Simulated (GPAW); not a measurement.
Crystal: Nb.

```
CELL_PARAMETERS angstrom
-1.66395 1.66395 1.66395
1.66395 -1.66395 1.66395
1.66395 1.66395 -1.66395
ATOMIC_POSITIONS crystal
Nb 0.00000 0.00000 0.00000
```

| Item | Value |
| --- | --- |
| Program | GPAW 26.7.0 |
| Task | relaxation of cell and atoms |
| Functional | PBE |
| Potentials or basis | GPAW PAW data sets (gpaw-data 1.2.1) |
| Cutoff | 600 eV |
| Basis | pw |
| k mesh | 11 × 11 × 11 |
| Occupations | fermi-dirac, width 0.05 eV |
| Spin | no spin polarisation |

At the start: pressure -2.7 GPa; volume 18.43 Å³/atom.

Where does the relaxation end?

Over 3 steps the energy falls by 2.3 meV/atom and the volume is 18.13 Å³/atom (-1.6 %); space group Im-3m (No. 229, to 0.05 Å).

Step by step:
```csv
step,energy change (eV),largest force (eV/Å),pressure (GPa),volume (Å³)
1,0.0000,0.0000,-2.73,18.43
2,-0.0023,0.0000,-0.48,18.18
3,-0.0023,0.0000,0.00,18.13
```

Final structure:
```cif
data_structure
_symmetry_space_group_name_H-M 'P 1'
_symmetry_Int_Tables_number 1
_cell_length_a 2.8664
_cell_length_b 2.8664
_cell_length_c 2.8664
_cell_angle_alpha 109.471
_cell_angle_beta 109.471
_cell_angle_gamma 109.471
_cell_volume 18.13
loop_
_atom_site_label
_atom_site_type_symbol
_atom_site_fract_x
_atom_site_fract_y
_atom_site_fract_z
_atom_site_occupancy
Nb1 Nb 0.00000 0.00000 0.00000 1
```

Caveat: later steps reuse the first step's grids.
